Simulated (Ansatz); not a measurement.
# 5 guesses for MoS2 and where they end

All numbers below come from DFT PBE, scalar-relativistic, plane waves, PAW in Ansatz 0.2.0. Settings: cutoff 420 eV, Γ-centred meshes spaced at most about 0.3 Å⁻¹, and about 0.25 Å⁻¹ or finer for metals (2π included), Gaussian smearing. No spin polarisation in the final relaxations.

Each guess was relaxed in cell and atoms at zero pressure, within the symmetry of its start. All energies are static (0 K, no zero-point motion). Coordination counts S atoms around Mo (those within 1.25 times the shortest such distance or 1.15 times the sum of covalent radii).

```csv
guess,made from,start group,V start (Å³/atom),end group,V end (Å³/atom),coordination at the end,gap on mesh (eV),E over the lowest end (meV/atom)
1,a cell as deposited in COD,R-3m,17.8,R-3m,19.9,Mo 6,0,277
2,random cell,I4_1/amd,23.4,?,?,?,?,?
3,random cell,Cmmm,21.3,Cmmm,20.3,Mo 2,0,1283
4,a Materials Project cell,P-6m2,50.7,P-6m2,50.7,Mo 6,1.66,2
5,a cell as deposited in COD,P6_3/mmc,17.7,P6_3/mmc (2H molybdenite),21.5,Mo 6,1.43,0
```

Guess 2 as it starts:

Space group I4_1/amd:1 (No. 141). a = 6.773 Å, b = 6.773 Å, c = 6.117 Å, α = 90.00°, β = 90.00°, γ = 90.00°
```json
{"atom": "Mo", "site": "4b", "symmetry": "-4m2", "x": "0.0000", "y": "0.0000", "z": "0.5000"}
{"atom": "S", "site": "8e", "symmetry": "2mm.", "x": "0.0000", "y": "0.0000", "z": "0.2083"}
```

**Question.** Fill in the missing row: what does this guess relax into, and where does it rank?

**Answer.** It ends in space group I4_1/amd (No. 141), with a = 4.777 Å, c = 9.195 Å, 17.5 Å³/atom and no gap; its coordination is Mo 6. It lies 0.57 eV/atom over the lowest end, above guess 1 and below guess 3. Counting S atoms around Mo, this end and the lowest (guess 5) both have Mo 6.

```xyz
6
Lattice="-2.3887 2.3887 4.5977 2.3887 -2.3887 4.5977 2.3887 2.3887 -4.5977" Properties=species:S:1:pos:R:3 pbc="T T T"
Mo    0.0000    0.0000    4.5977
Mo    2.3887    0.0000    2.2988
S     0.0000    0.0000    2.1460
S     0.0000    2.3887    4.4448
S     0.0000    2.3887    0.1529
S     0.0000    0.0000    7.0494
```

Energies over the elements count from the elements' standard structures at the same level, with no fitted energy shifts.

**Question.** Is the lowest end bound against the elements?

**Answer.** Yes: its formation energy is −0.893 eV/atom. Whether it is stable depends on the other phases of the system, which aren't compared here.

The k mesh leaves some 4 meV/atom of noise in the energy of each metallic cell. Weakly bound directions are ill-defined at this level, which has no dispersion term (P6_3/mmc, P-6m2, R-3m, Cmmm), and this can change margins and order among such cells. Kohn–Sham gaps at this level usually fall short of measured ones. The reference form of S is held partly by dispersion forces, which this level lacks. Cells relaxed within their symmetry can be saddle points. Some types were kept out of the candidates beforehand, so the set may lack a known form.

Sixfold coordination alone doesn't settle the ranking: four of the five ends have Mo 6, yet only the two lowest have a gap. In 2H molybdenite the sulfur atoms form a trigonal prism, whose ligand field splits off a mainly dz²-like level that the two d electrons of Mo(IV) fill. The I4_1/amd end is instead a three-dimensional network of nearly regular octahedra, where the same electrons only partly fill the t2g-derived bands, hence a metal. The R-3m end is probably octahedral too, which would explain its lack of a gap and much of its 277 meV/atom penalty. The Cmmm end, with Mo 2, forgoes much of the Mo–S bonding.

The 2 meV/atom between P-6m2 and 2H shows that stacking contributes almost nothing here, whereas real layers attract appreciably. Missing dispersion likely also explains the swelling of 2H from 17.7 to 21.5 Å³/atom. This weakens the interlayer coupling that narrows the bulk gap, so 1.43 eV is probably larger than the same functional would give at the deposited volume.
